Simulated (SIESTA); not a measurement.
# Bi2Te2Se under changes of volume

One of the cells (34.248 Å³/atom); the others are scaled copies at fixed shape and fractional positions:

```xyz
5
Lattice="2.1610 1.2476 10.5856 -2.1610 1.2476 10.5856 0.0000 -2.4953 10.5856" Properties=species:S:1:pos:R:3 pbc="T T T"
Bi    0.0000    0.0000   12.4398
Bi    0.0000    0.0000   19.3169
Te    0.0000    0.0000   24.7831
Te    0.0000    0.0000    6.9736
Se    0.0000    0.0000    0.0000
```

The cell is a database's computed one.

| Quantity | Value |
| --- | --- |
| Program | SIESTA 5.4.2 |
| Functional | LDA |
| Potentials or basis | PseudoDojo 0.4 standard (LDA files) |
| Basis | DZP (energy shift 0.003 Ry; two zetas on semicore shells) |
| Grid cutoff | 500 Ry |
| Energy shift | 0.003 Ry |
| k mesh | 5 × 5 × 5 |
| Occupations | fermi-dirac, width 0.05 eV |
| Spin | no spin polarisation |

| volume (Å³/atom) | energy over the lowest point (meV/atom) | pressure (GPa) | gap on the mesh (eV) | largest force (eV/Å) |
| --- | --- | --- | --- | --- |
| 32.193 | 4.44 | 1.7 | 0.37 | 0.665 |
| 32.878 | 0.00 | 0.4 | 0.38 | 0.471 |
| 33.563 | 0.64 | -0.7 | 0.39 | 0.293 |
| 34.248 | 5.80 | -1.7 | 0.40 | 0.202 |
| 34.933 | ? | ? | ? | ? |
| 35.618 | 27.75 | -3.4 | 0.41 | 0.162 |
| 36.303 | 43.74 | -4.1 | 0.42 | 0.291 |

Question: What does the run at 34.933 Å³/atom give?

Answer: Energy over the lowest point 14.98 meV/atom; pressure -2.6 GPa; gap on the mesh 0.41 eV; largest force 0.142 eV/Å.

Worked out: A Birch-Murnaghan fit of order 3 (a polynomial in V^(-2/3)) to the other rows has its minimum at 33.13 Å³/atom with B0 = V·E''(V) = 55 GPa and B' = 4.6 at fixed shape and positions, which overstates the stiffness. It gives 14.98 meV/atom at 34.933 Å³/atom, against the run's 14.98, and -dE/dV = -2.6 GPa, against -2.6. A straight line through the other rows of the gap, of slope 0.401 eV per unit of ln V (its deformation potential), gives 0.40 eV, against the run's 0.41.

Energies are extrapolated to zero smearing.

Caveats: spin-orbit coupling is left out, which as a rule narrows the gap of such compounds by several tenths of an eV; an odd mesh through Γ misses points on the zone boundary, where band edges often lie; the basis of atomic orbitals isn't converged, which shifts pressures, moduli and gaps.
